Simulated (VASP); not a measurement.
Wanted: the native input for a VASP 6.6.1 run.

| Quantity | Value |
| --- | --- |
| Task | single point |
| Functional | PBEsol |
| Potentials or basis | VASP PAW PBE potentials, release 64 (B) |
| Cutoff | 520 eV |
| k mesh | 21 × 21 × 28 |
| Occupations | gaussian, width 0.1 eV |
| Spin | no spin polarisation |
| Dipole correction | no |
| Further INCAR settings | ALGO = Normal; EDIFF = 1e-07; NBANDS = 10 |

The structure of B lies in POSCAR:

```
B
1.0
    3.0038750961      0.0000000000      0.0000000000
   -1.5019375480      2.6014321430      0.0000000000
    0.0000000000      0.0000000000      1.9119476678
B
2
Direct
    0.3333333333      0.6666666667      0.0000000000
    0.6666666667      0.3333333333      0.0000000000
```

The cell was built by a generator and needn't be a form met in nature.

The input as run:

INCAR

```
ALGO = Normal
EDIFF = 1E-7
ENCUT = 520
GGA = PS
ISIF = 2
ISMEAR = 0
LASPH = T
LCHARG = F
LREAL = F
LWAVE = F
NBANDS = 10
NELM = 100
PREC = Accurate
SIGMA = 0.1
```

KPOINTS

```
k-points
0
Gamma
  21 21 28
```

Potentials or basis: VASP PAW PBE potentials, release 64 (B).

The run is started by

```console
$ cat potpaw_PBE.64/B/POTCAR > POTCAR
$ mpirun -np 1 vasp_std > vasp.out
```

It gave:

```yaml
Pressure: 0.3 GPa
Band_gap_on_the_k_mesh: none (metal or under the smearing width)
```

Caveat: the PAW data sets were made with another functional, which shifts forces and pressure a little.

It took 38 s on 1 thread of Intel(R) Xeon(R) Platinum 8488C (Sapphire Rapids), on a shared host, peak memory 0.19 GiB.
